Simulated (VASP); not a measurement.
GaN, 4 atoms in the cell. The structure is hexagonal, space group P6_3mc (No. 186). The conventional cell has a = 3.180 Å, b = 3.180 Å, c = 5.184 Å, α = 90.00°, β = 90.00°, γ = 120.00°. Ga (site symmetry 3m) has 4 N at 1.94 to 1.95 Å as nearest neighbours. N (site symmetry 3m) is surrounded by 4 Ga at 1.94 to 1.95 Å. 

* Program: VASP 6.6.1
* Task: relaxation of cell and atoms
* Functional: PBEsol
* Potentials or basis: VASP PAW PBE potentials, release 64 (Ga_d, N)
* Cutoff: 600 eV
* k mesh: 12 × 12 × 5
* Occupations: gaussian, width 0.03 eV
* Spin: no spin polarisation
* Further INCAR settings: ALGO = Normal; EDIFF = 1e-07; IBRION = 2; EDIFFG = -0.005; NSW = 90; ISIF = 3

Potentials or basis: VASP PAW PBE potentials, release 64 (Ga_d, N).

Command:

```sh
$ cat potpaw_PBE.64/Ga_d/POTCAR potpaw_PBE.64/N/POTCAR > POTCAR
$ mpirun -np 2 vasp_std > vasp.out
```

Hardware: 2 MPI ranks on Intel(R) Xeon(R) 6975P-C (Granite Rapids) (shared host).

Task: Estimate the wall time of this run.

Result: It took 26 s on 2 MPI ranks on Intel(R) Xeon(R) 6975P-C (Granite Rapids), on a shared host, peak memory 0.21 GiB a rank. Counts: scf iterations 21, k points 57, ion steps 2.
